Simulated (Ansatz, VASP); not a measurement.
# Two plane-wave programs on Ge

The input INCAR:

```
ALGO = Normal
EDIFF = 1E-7
ENCUT = 520
GGA = PS
ISIF = 2
ISMEAR = 0
LASPH = T
LCHARG = F
LREAL = F
LWAVE = F
NBANDS = 21
NELM = 100
PREC = Accurate
SIGMA = 0.1
```

The input KPOINTS:

```
k-points
0
Gamma
  8 8 4
```

Contents of POSCAR:

```
Ge
1.0
    1.4880529250     -2.5946896100      0.0000000000
    1.4880529250      2.5946896100      0.0000000000
    0.0000000000      0.0000000000      4.7275957900
Ge
2
Direct
    0.6665533700      0.3334466300      0.2500000000
    0.3334466300      0.6665533700      0.7500000000
```

Input for Ansatz:

```yaml
crystal:
  lattice:
    - [1.488052925, -2.59468961, 0.0]
    - [1.488052925, 2.59468961, 0.0]
    - [0.0, 0.0, 4.72759579]
  atoms:
    - { symbol: Ge, position: [0.66655337, 0.33344663, 0.25] }
    - { symbol: Ge, position: [0.33344663, 0.66655337, 0.75] }
basis:
  ecutwfc: 420
kpoints:
  mp_grid: { grid: [8, 8, 4] }
hamiltonian:
  xc: pbesol
scf:
  occupations: { method: gaussian, width: 0.1 }
output:
  forces: true
  stress: true
  eigenvalues: true
```

This isn't the form of Ge at room conditions, which is diamond.

Alike in both runs: task single point; functional PBEsol; k mesh 8 × 8 × 4; occupations gaussian, width 0.1 eV; no spin polarisation.

```csv
,VASP,Ansatz
version,VASP 6.6.1,Ansatz 0.2.0
potentials or method,"VASP PAW PBE potentials, release 64 (Ge_d)","scalar-relativistic, plane waves, PAW"
plane-wave cutoff (eV),520,420
valence electrons in the cell,28,28
```

|  | VASP | Ansatz | Ansatz less VASP |
| --- | --- | --- | --- |
| gap on the k mesh at the Fermi level (eV) | none | none | - |
| pressure (GPa) | 0.3 | 0.3 | -0.04 |
| largest component of the traceless stress (GPa) | 5.90 | 5.90 | -0.002 |
| rms of the force components (eV/Å) | 0.003 | 0.003 | 0.0000 |

Atom by atom the forces differ by 0.000 eV/Å (rms over components). A gap of «none» marks a metal or a gap that the smearing closes.

Caveats: the PAW data sets were made with another functional, which shifts forces and pressure a little (VASP).
